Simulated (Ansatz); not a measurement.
Write the native input for Ansatz 0.2.0 that does the following.

```
Task                : single point
Functional          : PBEsol
Potentials or basis : Ansatz PAW
Cutoff              : 420 eV (not typed: the program's choice for these potentials)
k mesh              : 8 × 8 × 4
Occupations         : fermi-dirac, width 0.05 eV
Spin                : no spin polarisation
```

CO2:

```
O C
1.0
     2.63591   -2.38738    0.00000
     2.63591    2.38738    0.00000
     0.00000    0.00000    6.58717
O C
4 2
Direct
  0.30651 0.69349 0.60816
  0.69349 0.30651 0.39184
  0.19349 0.80651 0.10816
  0.80651 0.19349 0.89184
  0.50000 0.50000 0.50000
  0.00000 0.00000 0.00000
```

The cell comes from a database or a generator and needn't be the stable form of this composition.

The input as run:

input.yaml

```yaml
crystal:
  lattice:
    - [2.63591123, -2.38737812, 0.0]
    - [2.63591123, 2.38737812, 0.0]
    - [0.0, 0.0, 6.58717491]
  atoms:
    - { symbol: O, position: [0.30650857, 0.69349143, 0.60815661] }
    - { symbol: O, position: [0.69349143, 0.30650857, 0.39184339] }
    - { symbol: O, position: [0.19349143, 0.80650857, 0.10815661] }
    - { symbol: O, position: [0.80650857, 0.19349143, 0.89184339] }
    - { symbol: C, position: [0.5, 0.5, 0.5] }
    - { symbol: C, position: [0.0, 0.0, 0.0] }
hamiltonian:
  xc: pbesol
  pseudopotentials: { kind: paw }
kpoints:
  mp_grid: { grid: [8, 8, 4] }
scf:
  occupations: { method: fermi_dirac, width: 0.05 }
output:
  forces: true
  stress: true
  eigenvalues: true
```

Potentials or basis: Ansatz PAW.

Launch:

```sh
$ ansatz run input.yaml --threads 2 --pin off --max-ram 5632MiB --backend cpu --events-out ev --progress --plain --runs-dir out
```

Results of the run:

| Property | Result |
| --- | --- |
| Pressure | 1.0 GPa |
| Largest force | 0.041 eV/Å |
| Band gap on the k mesh | 6.55 eV, indirect (least direct gap 7.11 eV) |

Caveat: the pressure holds a Pulay correction of +0.8 GPa for the finite cutoff; the PAW data sets come from PBE, with cores solved anew for the run's functional, which leaves a small shift of forces and pressure.

It took 2.8 s on 2 threads of Arm Neoverse V1, on a shared host, peak memory 0.37 GiB.
